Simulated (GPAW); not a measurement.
The system is Ag2O.

```
Ag O
1.0
     4.71800    0.00000    0.00000
     0.00000    4.71800    0.00000
     0.00000    0.00000    4.71800
Ag O
4 2
Direct
  0.75000 0.25000 0.75000
  0.75000 0.75000 0.25000
  0.25000 0.75000 0.75000
  0.25000 0.25000 0.25000
  0.50000 0.50000 0.50000
  0.00000 0.00000 0.00000
```

- Program: GPAW 26.7.0
- Task: relaxation of cell and atoms
- Functional: LDA
- Potentials or basis: the program's PAW data sets (release 1.2.1) made for this functional
- Cutoff: 800 eV
- Basis: pw
- k mesh: 5 × 5 × 5
- Occupations: fermi-dirac, width 0.05 eV
- Spin: no spin polarisation

At the start: pressure -4.9 GPa; volume 17.50 Å³/atom.

Task: How do energy, volume and symmetry change on relaxing?

Result: Over 4 steps the energy falls by 15.1 meV/atom and the volume is 16.56 Å³/atom (-5.4 %); space group Pn-3m (No. 224, to 0.05 Å).

The path:
```
step  energy change (eV)  largest force (eV/Å)  pressure (GPa)  volume (Å³)
   1              0.0000                0.0000           -4.93       105.02
   2             -0.0119                0.0000           -4.63       104.62
   3             -0.0897                0.0000            0.50        98.85
   4             -0.0907                0.0000           -0.04        99.38
```

Final structure:
```yaml
crystal:
  lattice:
    - [4.63194, 0.00000, 0.00000]
    - [0.00000, 4.63194, 0.00000]
    - [0.00000, 0.00000, 4.63194]
  atoms:
    - { symbol: Ag, position: [0.75000, 0.25000, 0.75000] }
    - { symbol: Ag, position: [0.75000, 0.75000, 0.25000] }
    - { symbol: Ag, position: [0.25000, 0.75000, 0.75000] }
    - { symbol: Ag, position: [0.25000, 0.25000, 0.25000] }
    - { symbol: O, position: [0.50000, 0.50000, 0.50000] }
    - { symbol: O, position: [0.00000, 0.00000, 0.00000] }
```

Caveat: later steps reuse the first step's grids.
